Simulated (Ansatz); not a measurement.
TaN: stationary points along a deformation path

Theory: DFT PBEsol, scalar-relativistic, plane waves, PAW (Ansatz 0.2.0). Settings: plane waves to 420 eV, k-mesh 20×20×20 (Γ-centred), Gaussian smearing 0.15 eV. Spin–orbit coupling is left out, which can shift energies with elements as heavy as these. No spin polarisation. Energies are free energies at this smearing, counted from the undisturbed cell; pressure is positive in compression.

The undisturbed cell (as given, not relaxed at this level; it stands at 4.4 GPa; this rock-salt form isn't the usual structure):

```xyz
2
Lattice="0.0000 2.1790 2.1790 2.1790 0.0000 2.1790 2.1790 2.1790 0.0000" Properties=species:S:1:pos:R:3 pbc="T T T"
Ta    2.1790    2.1790    2.1790
N     0.0000    0.0000    0.0000
```

At fixed volume and fractional coordinates, lengths along (0.577, 0.577, 0.577) are scaled against those across it; ρ is that ratio over its starting value. V = 10.346 Å³/atom. Δσ is the stress along the axis less the mean stress across it (compression positive).

```
    ρ  ΔE (meV/atom)  Δσ (GPa) space group
0.500          503.6      0.00        Pm-3m
0.600          530.6      3.65         R-3m
0.710          388.1     35.09         R-3m
0.850           97.2     29.80         R-3m
0.930           18.5     11.22         R-3m
1.000            0.0      0.00        Fm-3m
1.080           17.6     -9.13         R-3m
1.200           84.9    -19.98         R-3m
1.410          410.8    -83.22         R-3m
1.700         1505.9   -187.55         R-3m
2.000         2926.6   -202.79         R-3m
```

Task: How does the stress give the slope of the energy, and where is the energy stationary?

Result: Along the path d ln(length) is 2/3 d ln ρ on the axis and −1/3 d ln ρ across it, so dE/d ln ρ = −(2/3) V Δσ: the energy falls with ρ where Δσ is positive. Δσ vanishes or changes sign at ρ = 0.500 (Pm-3m, an end of the scan), at 503.6 meV/atom; between ρ = 0.500 and 0.600, at least one maximum (the energy rises over this step, yet the slope at ρ = 0.600 points the other way); at ρ = 1.000 (Fm-3m), a minimum at 0.0 meV/atom. Pairs of stationary points between two samples would go unseen, and could change a minimum read from distant neighbours into a maximum. At ρ = 0.500, 1.000 the cell is cubic, where symmetry alone makes the stress isotropic and the slope zero.

Task: Which shear constant sets the curvature at ρ = 1?

Result: For a cubic crystal E/V = (2/3) C (ln ρ)² with C = C44, so Δσ = −2C ln ρ. The parabola of Δσ against ln ρ through ρ = 0.930, 1 and 1.080 gives C ≈ 69 GPa with the ions clamped, rough because the steps are large. It is the stress–strain coefficient at this cell's pressure of 4.4 GPa, not the zero-pressure constant.

In a metal these slopes depend on the k mesh and the smearing.